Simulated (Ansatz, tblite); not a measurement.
GeSe: GFN2-xTB, run from Python

These are simulated results from tblite 0.8.0, not measurements. The cell began as a measured structure and was relaxed with r2SCAN+rVV10 in plane waves (Ansatz 0.2.0). All runs are without spin polarisation.

The symmetry is Pnma (No. 62, orthorhombic); conventional cell a = 11.010 Å, b = 3.804 Å, c = 4.536 Å, 23.75 Å³ an atom. Ge has 3 Se at 2.56 Å; Se has 3 Ge at 2.56 Å.

tblite solves periodic systems at the zone centre alone, so the script builds a cluster of 1×3×2 conventional cells (48 atoms), which folds in a coarse mesh of k points.

The script, run.py:

```python
import json
from ase import Atoms
from ase.build import make_supercell
from ase.units import Bohr, GPa, Hartree
from tblite.interface import Calculator

atoms = Atoms(['Ge', 'Ge', 'Ge', 'Ge', 'Se', 'Se', 'Se', 'Se'],
              cell=[[11.010304, 0.0, 0.0], [0.0, 3.804331, 0.0], [0.0, 0.0, 4.536378]],
              scaled_positions=[[0.125438, 0.75, 0.886031], [0.625438, 0.75, 0.613969], [0.374562, 0.25, 0.386031], [0.874562, 0.25, 0.113969], [0.851613, 0.75, 0.4878], [0.351613, 0.75, 0.0122], [0.648387, 0.25, 0.9878], [0.148387, 0.25, 0.5122]],
              pbc=True)
cluster = make_supercell(atoms, [[1, 0, 0], [0, 3, 0], [0, 0, 2]])
calc = Calculator('GFN2-xTB', cluster.numbers, cluster.positions / Bohr, lattice=cluster.cell[:] / Bohr, periodic=cluster.pbc)
calc.set('temperature', 0.02 / Hartree)
calc.set('max-iter', 150)
res = calc.singlepoint()
levels = res.get('orbital-energies') * Hartree
nv = round(res.get('orbital-occupations').sum() / 2)
cells = len(cluster) // len(atoms)
out = {'energy_per_cell': res.get('energy') * Hartree / cells, 'homo': levels[nv - 1], 'lumo': levels[nv],
       'stress': (-res.get('virial') * Hartree / cluster.get_volume() / GPa).tolist(), 'charges': res.get('charges')[:len(atoms)].tolist(), 'electrons': 2 * nv / cells}
json.dump(out, open('results.json', 'w'))
for key, value in out.items():
    print(key, value)
```

Command: `python run.py`. It took 4.2 s on 1 thread of Arm Neoverse V1 (shared host), peak memory 0.12 GiB.

Output:

```
------------------------------------------------------------
  cycle        total energy    energy error   density error
------------------------------------------------------------
      1     -122.8735344958  -1.2304929E+02   3.3875968E-01
      2     -99.89033727233   2.2983197E+01   5.6003918E-01
      3     -120.8945381949  -2.1004201E+01   2.7736129E-01
      4     -124.6099990098  -3.7154608E+00   1.1657994E-01
      5     -124.7400786124  -1.3007960E-01   9.6105862E-02
      6     -124.7747971233  -3.4718511E-02   8.5654591E-02
      7     -124.9357713564  -1.6097423E-01   6.9355902E-02
      8     -124.6912742593   2.4449710E-01   9.4112275E-02
      9     -124.8389661087  -1.4769185E-01   6.3017199E-02
     10     -124.9948745791  -1.5590847E-01   3.1107332E-02
     11     -125.0158476575  -2.0973078E-02   2.2528239E-02
     12     -125.0294235913  -1.3575934E-02   1.1946941E-02
     13     -125.0312715488  -1.8479575E-03   9.8512665E-03
     14     -125.0353573170  -4.0857682E-03   2.6337529E-03
     15     -125.0356502775  -2.9296056E-04   1.6267920E-03
     16     -125.0357990381  -1.4876051E-04   5.5389658E-04
     17     -125.0357942122   4.8258413E-06   5.1007768E-04
     18     -125.0358013707  -7.1585324E-06   1.3688123E-04
     19     -125.0358006847   6.8599724E-07   1.2982185E-04
     20     -125.0358016456  -9.6081790E-07   6.4831132E-05
     21     -125.0358016709  -2.5357053E-08   3.1823921E-05
     22     -125.0358016734  -2.4548825E-09   2.6543815E-05
     23     -125.0358016912  -1.7857047E-08   1.0727845E-05
------------------------------------------------------------

 total:                                   3.508 sec
energy_per_cell -567.066244447734
homo -9.294306763276333
lumo -7.466373030943293
stress [[3.70739326530575, 1.8163806366388172e-06, -1.7982770714870828e-05], [1.8163806367064525e-06, 3.997632336616989, -1.1360406622705215e-06], [-1.7982770714894152e-05, -1.1360406622712188e-06, 4.670472026918344]]
charges [0.3120192027513956, 0.3120300092736429, 0.31200033806637084, 0.3120231629406148, -0.3120289034674217, -0.3120087396087765, -0.3120303766354452, -0.31205025778923884]
electrons 40.0
```

The cycle table is in hartree for the whole cluster, and the lines after it are in eV (the energy for one cell). The printed stress is in GPa and positive in compression, and the pressure is its mean diagonal.

GFN2-xTB gives a gap of 1.83 eV. On the same cell, plane-wave PBE (Ansatz, 2×6×6 k points and the special points) gives a gap of 0.83 eV and r2SCAN a gap of 1.04 eV; on shared hosts these took about 38 and 76 core-seconds on the 8-atom cell, against 4.2 for the script. Semilocal gaps usually lie below measured ones. xTB was fitted to molecules, so gaps, charges and pressures of solids can be far off, and the gap also depends on the size of the cluster.

The same script was run on cells scaled at fixed shape and fractional coordinates:

```
volume (Å³/atom)  energy (meV/atom)  pressure (GPa, positive in compression)  gap (eV)
           20.90              139.7                                    12.70      1.50
           22.33               50.7                                     7.61      1.70
           23.75                0.0                                     4.13      1.83
           25.18              -22.9                                     1.23      1.89
           26.60              -22.6                                    -1.50      1.90
```

A Birch-Murnaghan fit puts the minimum at 25.87 Å³/atom, 8.9 % above the given cell, with a bulk modulus of 40.1 GPa at fixed shape.

xTB was fitted mostly to molecules, and a small cluster samples few k points, so gaps, pressures and kinks along a curve can be far from a solid's.

The runs are scalar-relativistic, without spin-orbit coupling.
